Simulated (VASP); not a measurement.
Wanted: the native input for a VASP 6.6.1 run.

```yaml
Task: single point
Functional: PBEsol
Potentials_or_basis: VASP PAW PBE potentials, release 64 (W_sv, C)
Cutoff: 520 eV
k_mesh: 18 × 18 × 18
Occupations: gaussian, width 0.15 eV
Spin: no spin polarisation
Dipole_correction: no
Further_INCAR_settings: ALGO = Fast; EDIFF = 1e-06; NBANDS = 16
```

The structure of WC lies in POSCAR:

```
WC
1.0
    0.0000000000      2.1926840000      2.1926840000
    2.1104583500      0.0000000000      2.1926840000
    2.1104583500      2.1926840000      0.0000000000
W C
1 1
Direct
    0.0000000000      0.0000000000      0.0000000000
    0.5000000000      0.5000000000      0.5000000000
```

Measurements of this composition are mostly on another form, of space group No. 187.

The cell isn't the ideal one: strain -0.0375 x Voigt [1, 0, 0, 0, 0, 0], atoms carried along.

One way to write it, as run:

INCAR

```
ALGO     = Fast           # electronic algorithm
EDIFF    = 1E-6           # SCF threshold, eV
ENCUT    = 520            # plane-wave cutoff, eV
GGA      = PS             # functional
ISIF     = 2              # what is computed and relaxed
ISMEAR   = 0              # smearing method
LASPH    = T              # aspherical terms in the spheres
LCHARG   = T              # write CHGCAR
LELF     = T              # ELF
LREAL    = F              # projectors in reciprocal space
LVHAR    = T            
LWAVE    = F              # write WAVECAR
NBANDS   = 16             # bands
NELM     = 100            # most SCF steps
PREC     = Accurate       # precision mode
SIGMA    = 0.15           # smearing width, eV
```

KPOINTS

```
k-points
0
Gamma
  18 18 18
```

Potentials or basis: VASP PAW PBE potentials, release 64 (W_sv, C).

Launch:

```bash
$ cat potpaw_PBE.64/W_sv/POTCAR potpaw_PBE.64/C/POTCAR > POTCAR
$ mpirun -np 1 vasp_std > vasp.out
```

Results of the run:

| Property | Result |
| --- | --- |
| Pressure | 6.8 GPa |
| Band gap on the k mesh | none (metal or under the smearing width) |

Caveat: the PAW data sets were made with another functional, which shifts forces and pressure a little.

It took 65 s on 1 thread of Intel(R) Xeon(R) Platinum 8559C (Emerald Rapids), on a shared host, peak memory 0.26 GiB.
